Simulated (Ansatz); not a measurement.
## All-electron card of Tl

```yaml
crystal:
  lattice:
    - [0.00000, 2.49757, 2.49757]
    - [2.49757, 0.00000, 2.49757]
    - [2.49757, 2.49757, 0.00000]
  atoms:
    - { symbol: Tl, position: [0.00000, 0.00000, 0.00000] }
```

Conventional cell: a = 4.995 Å, b = 4.995 Å, c = 4.995 Å, α = 90.00°, β = 90.00°, γ = 90.00°. Around Tl (atom 1) lie 12 Tl at 3.53 Å.

The structure comes from a relaxation in the same program, started in the fcc type, and has space group Fm-3m. Whether it is a known phase or the ground state wasn't checked.

Spin–orbit coupling is left out, though it moves levels of the heavy atoms by tenths of an eV or more.

All numbers below come from DFT, PBE, all-electron LAPW, scalar-relativistic in Ansatz 0.2.0.

Sampling and basis: a Γ-centred 14×14×14 k mesh, Fermi–Dirac smearing of 0.08 eV, basis error target 0.25 meV/atom, no spin polarisation.

| Item | Value |
| --- | --- |
| Pressure at this cell | 0.03 GPa |
| Volume per atom | 31.16 Å³ |

Give the computed value. Density of states at the Fermi level (0.2 eV bin).

0.72 states/eV per cell.

Give the computed value. Band gap.

none: with an odd electron count and no spin polarisation the bands can't all be full, a metal in this set-up (spin order or a larger cell could open a gap).
